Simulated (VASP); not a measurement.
**O under changes of volume**

One of the cells (17.634 Å³/atom); the others are scaled copies at fixed shape and fractional positions:

```
CELL_PARAMETERS angstrom
2.87029 -1.67343 0.00000
2.87029 1.67343 0.00000
-2.41035 0.00000 3.67120
ATOMIC_POSITIONS crystal
O 0.97455 0.97455 0.84443
O 0.02545 0.02545 0.15557
```

```yaml
Program: VASP 6.6.1
Functional: PBE
Potentials_or_basis: VASP PAW PBE potentials, release 64 (O)
Cutoff: 520 eV
k_mesh: 10 × 10 × 7
Occupations: fermi-dirac, width 0.05 eV
Spin: no spin polarisation
```

```tsv
volume (Å³/atom)	energy over the lowest point (meV/atom)	pressure (GPa)	largest force (eV/Å)
16.251	10.74	3.9	2.929
16.596	3.81	2.4	2.184
16.942	0.00	1.0	1.493
17.634	0.56	-1.3	0.287
17.979	4.40	-2.3	0.348
18.325	?	?	?
```

Q: What does the run at 18.325 Å³/atom give?

A: Energy over the lowest point 10.29 meV/atom; pressure -3.2 GPa; largest force 0.845 eV/Å.

Worked out: A Birch-Murnaghan fit of order 3 (a polynomial in V^(-2/3)) to the other rows has its minimum at 17.24 Å³/atom with B0 = V·E''(V) = 59 GPa and B' = 4.2 at fixed shape and positions, which overstates the stiffness. It gives 10.32 meV/atom at 18.325 Å³/atom, against the run's 10.29, and -dE/dV = -3.2 GPa, against -3.2.

Energies are extrapolated to zero smearing.

Caveats: the standard files for N, O and F lose accuracy on very short bonds; spin is off for a triplet molecule; forces of over 1 eV/Å show positions far from the minimum, so gaps and moduli don't describe the material at rest (some runs).
